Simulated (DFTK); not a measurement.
A run of DFTK 0.8.2 is set up as follows.

run.jl

```julia
using DFTK
using PseudoPotentialData
using Unitful, UnitfulAtomic
using LinearAlgebra, Printf
include("save.jl")
disable_threading()

# lattice vectors are the columns
lattice = austrip(1u"Å") * [ -1.8713408863   1.8713408863   1.8713408863;
             1.8713408863  -1.8713408863   1.8713408863;
             1.8713408863   1.8713408863  -1.8713408863]
symbols   = [:Sb]
positions = [[0.0, 0.0, 0.0]]
pseudopotentials = PseudoFamily("dojo.nc.sr.pbe.v0_5.stringent.upf")
elements = Dict(s => ElementPsp(s, pseudopotentials) for s in unique(symbols))
atoms    = [elements[s] for s in symbols]

build_model(lattice, positions; symmetries=true) =
    model_DFT(lattice, atoms, positions;
              functionals=PBE(),
              temperature=austrip(0.05u"eV"),
              smearing=Smearing.FermiDirac(),
              symmetries)
Ecut  = 50.0  # hartree
kgrid = [10, 10, 10]
tol   = 1e-6
to_GPa = ustrip(uconvert(u"GPa", 1u"hartree/bohr^3"))

model = build_model(lattice, positions)
basis = PlaneWaveBasis(model; Ecut, kgrid)
display(basis)
scfres = self_consistent_field(basis;
                               tol,
                               nbandsalg=AdaptiveBands(model; n_bands_converge=16))
display(scfres.energies)
@printf "Fermi level: %.6f eV\n" ustrip(auconvert(u"eV", something(scfres.εF, NaN)))
forces = compute_forces_cart(scfres)
println("Forces (eV/Å)")
for (s, f) in zip(symbols, forces)
    @printf "%-3s %12.6f %12.6f %12.6f\n" s ustrip.(auconvert.(u"eV/Å", f))...
end
stress = compute_stresses_cart(scfres)
println("Stress (GPa)")
display(round.(stress * to_GPa; digits=4))
println("Levels at the first k-point (eV): ", round.(ustrip.(auconvert.(u"eV", scfres.eigenvalues[1][1:scfres.n_bands_converge])); digits=4))
save_scf!(scfres; forces, stress)
```

Potentials or basis: dojo.nc.sr.pbe.v0_5.stringent.upf (PBE).

Launch:

```console
$ julia --threads=1 run.jl  # save.jl only writes the numbers to a file and isn't shown; printed stress counts tension as positive; times include loading and compiling
```

(1) Predict the band gap on the k mesh.

(2) What does it give for the pressure?

Results:

(1) none (metal or under the smearing width).

(2) 3.3 GPa.
